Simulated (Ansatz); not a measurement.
PbO2:

```
Pb O
1.0
     0.00000    2.70199    2.70199
     2.70199    0.00000    2.70199
     2.70199    2.70199    0.00000
Pb O
1 2
Direct
  0.00000 0.00000 0.00000
  0.75000 0.75000 0.75000
  0.25000 0.25000 0.25000
```

The cell comes from a database or a generator and needn't be the stable form of this composition.

Base run:

| Quantity | Value |
| --- | --- |
| Program | Ansatz 0.2.0 |
| Functional | LDA |
| Potentials or basis | Ansatz PAW |
| Cutoff | 420 eV (not typed: the program's choice for these potentials) |
| k mesh | 7 × 7 × 7 |
| Occupations | fermi-dirac, width 0.05 eV |
| Spin | spin-orbit coupling, no magnetisation |

Its results: band gap on the k mesh none (metal or under the smearing width); pressure -10.5 GPa.

**Question.** After a change of settings the same cell gave: band gap on the k mesh none (metal or under the smearing width); pressure -0.1 GPa. Which change was it?
A. functional from LDA to PBEsol
B. k mesh from 7 × 7 × 7 to 9 × 9 × 9; spin from spin-orbit coupling, no magnetisation to no spin polarisation; potential files from those of the base run to others of the same set
C. functional from LDA to PBE

**Answer.** C.

PBE binds less tightly than LDA, so the same cell stands under more pressure.

Caveats: the PAW data sets come from PBE, with cores solved anew for the run's functional, which leaves a small shift of forces and pressure (some runs).
